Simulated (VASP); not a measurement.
A run of VASP 6.6.1 is set up as follows.

INCAR

```
SYSTEM = Ir
PREC = Accurate
ENCUT = 600
EDIFF = 1E-7
ISMEAR = 1
SIGMA = 0.1
LREAL = .False.
LASPH = .True.
NELM = 80
ALGO = Normal
ISIF = 3
LWAVE = .False.
LCHARG = .False.
GGA = PS
IBRION = 2
NSW = 90
EDIFFG = -0.005
```

Contents of KPOINTS:

```
regular mesh
0
Gamma
  16 16 16
  0 0 0
```

File POSCAR:

```
Ir                                      
1.0
    0.0000000000      1.9172882864      1.9172882864
    1.9172882864      0.0000000000      1.9172882864
    1.9172882864      1.9172882864     -0.0000000000
  Ir            
     1
Direct
     0.0000000000000000    0.0000000000000000    0.0000000000000000
```

Potentials or basis: VASP PAW PBE potentials, release 64 (Ir).

Run with:

```bash
$ cat potpaw_PBE.64/Ir/POTCAR > POTCAR
$ mpirun -np 1 vasp_std > vasp.out
```

(1) Predict the band gap on the k mesh.

Results:

(1) none (metal or under the smearing width).

Caveat: the relaxation stopped at its first step, so nothing moved.
